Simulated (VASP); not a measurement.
A run of VASP 6.6.1 is set up as follows.

Contents of INCAR:

```
SYSTEM = BAs
PREC = Accurate ; ENCUT = 520
EDIFF = 1E-6 ; ISMEAR = 0
SIGMA = 0.02 ; LREAL = .FALSE.
LASPH = .TRUE. ; NELM = 100
ALGO = Fast ; ISIF = 2
LWAVE = .FALSE. ; LCHARG = .FALSE.
MAGMOM = 0 0 0 0 0 0 ; LORBIT = 11
LSORBIT = .TRUE. ; GGA_COMPAT = .FALSE.
GGA = PE ; KPAR = 2
```

The input KPOINTS:

```
regular mesh
0
G
  8 8 8
  0 0 0
```

Contents of POSCAR:

```
BAs
1.0
    0.0000000000      2.3885000000      2.3885000000
    2.3885000000      0.0000000000      2.3885000000
    2.3885000000      2.3885000000      0.0000000000
As B
1 1
Direct
    0.7500000000      0.7500000000      0.7500000000
    0.0000000000      0.0000000000      0.0000000000
```

File KPOINTS_OPT:

```
path GXWKGLUWLK,UX
10
line-mode
reciprocal
 0.0000000000  0.0000000000  0.0000000000  G
 0.5000000000  0.0000000000  0.5000000000  X

 0.5000000000  0.0000000000  0.5000000000  X
 0.5000000000  0.2500000000  0.7500000000  W

 0.5000000000  0.2500000000  0.7500000000  W
 0.3750000000  0.3750000000  0.7500000000  K

 0.3750000000  0.3750000000  0.7500000000  K
 0.0000000000  0.0000000000  0.0000000000  G

 0.0000000000  0.0000000000  0.0000000000  G
 0.5000000000  0.5000000000  0.5000000000  L

 0.5000000000  0.5000000000  0.5000000000  L
 0.6250000000  0.2500000000  0.6250000000  U

 0.6250000000  0.2500000000  0.6250000000  U
 0.5000000000  0.2500000000  0.7500000000  W

 0.5000000000  0.2500000000  0.7500000000  W
 0.5000000000  0.5000000000  0.5000000000  L

 0.5000000000  0.5000000000  0.5000000000  L
 0.3750000000  0.3750000000  0.7500000000  K

 0.6250000000  0.2500000000  0.6250000000  U
 0.5000000000  0.0000000000  0.5000000000  X
```

Potentials or basis: VASP PAW PBE potentials, release 64 (As, B).

Command:

```sh
$ cat potpaw_PBE.64/As/POTCAR potpaw_PBE.64/B/POTCAR > POTCAR
$ mpirun -np 2 vasp_ncl > vasp.out
```

(1) Estimate the pressure.

Results:

(1) 3.4 GPa.
